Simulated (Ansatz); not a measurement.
**TiO2: symmetry broken, then relaxed**

The task, for TiO2: disturb the structure and relax it again.

Program: Ansatz 0.2.0. Level of theory: DFT r2SCAN, scalar-relativistic, plane waves, PAW. These are calculated values, not measurements.

2 further runs of the same task are left out: 2 set aside as unsound or not needed. Runs told in other sessions of the task aren't counted.

**1. The system as given**

It takes space group I4_1/amd (No. 141, tetragonal). Conventional cell: a = 3.778 Å, b = 3.778 Å, c = 9.584 Å, α = 90.00°, β = 90.00°, γ = 90.00°. Ti (site symmetry -4m2) is surrounded by 6 O at 1.93 to 1.99 Å. Around O (site symmetry 2mm) lie 3 Ti at 1.93 to 1.99 Å.

Structure file:

```
CELL_PARAMETERS angstrom
2.67116 -2.67125 -0.02017
0.03582 -2.67125 4.79188
-5.34232 -5.34250 0.04034
ATOMIC_POSITIONS crystal
Ti 0.87497 0.25000 0.06249
Ti 0.87497 0.25000 0.56249
Ti 0.12503 0.75000 0.43751
Ti 0.12503 0.75000 0.93751
O 0.66774 0.66454 0.45888
O 0.66774 0.66454 0.95888
O 0.33226 0.33546 0.04112
O 0.33226 0.33546 0.54112
O 0.08230 0.83546 0.16614
O 0.08230 0.83546 0.66614
O 0.91770 0.16454 0.33386
O 0.91770 0.16454 0.83386
```

It goes back to an entry of the Materials Project.

It is built from the cell relaxed beforehand with the same method (11.40 Å³/atom).

**2. The undisturbed cell**

Contents of input.yaml:

```yaml
crystal:
  lattice:
    - [2.6711600386, -2.6712510904, -0.0201684203]
    - [0.035818665, -2.6712510904, 4.7918789643]
    - [-5.3423200773, -5.3425021808, 0.0403368406]
  atoms:
    - { symbol: Ti, position: [0.8749747457, 0.25, 0.0624873728] }
    - { symbol: Ti, position: [0.8749747457, 0.25, 0.5624873728] }
    - { symbol: Ti, position: [0.1250252543, 0.75, 0.4375126272] }
    - { symbol: Ti, position: [0.1250252543, 0.75, 0.9375126272] }
    - { symbol: O, position: [0.6677372921, 0.6645446499, 0.4588758205] }
    - { symbol: O, position: [0.6677372921, 0.6645446499, 0.9588758205] }
    - { symbol: O, position: [0.3322627079, 0.3354553501, 0.0411241795] }
    - { symbol: O, position: [0.3322627079, 0.3354553501, 0.5411241795] }
    - { symbol: O, position: [0.0822962909, 0.8354553501, 0.166140971] }
    - { symbol: O, position: [0.0822962909, 0.8354553501, 0.666140971] }
    - { symbol: O, position: [0.9177037091, 0.1645446499, 0.333859029] }
    - { symbol: O, position: [0.9177037091, 0.1645446499, 0.833859029] }
basis:
  ecutwfc: 500
kpoints:
  mp_grid: { grid: [6, 6, 4] }
hamiltonian:
  xc: r2scan
scf:
  occupations: { method: gaussian, width: 0.05 }
output:
  forces: true
  stress: true
  eigenvalues: true
  write_density: true
  write_potential: true
  elf: true
  volumetric_format: npy
```

Command:

```console
> ansatz run input.yaml --threads 2 --pin off --max-ram 5120MiB --backend cpu --events-out ev --progress --plain --runs-dir out
```

The session goes on with these runs: single point of the disturbed structure; relaxation of the disturbed structure.

Q: Predict the outcome of this session. Wanted: end of the relaxation, from the reference; final space group; volume change.

**Answer**, as computed:

```
                                 quantity                                            value
                  cost of the disturbance                                   228.7 meV/atom
end of the relaxation, from the reference                                    +0.0 meV/atom
                        final space group  I4_1/amd (tolerance 0.05 Å; reference I4_1/amd)
                            volume change                                          +0.02 %
```

**Reading.** The relaxation returns to the undisturbed structure, within 1.5 meV/atom: a sign of a true local minimum against this disturbance.
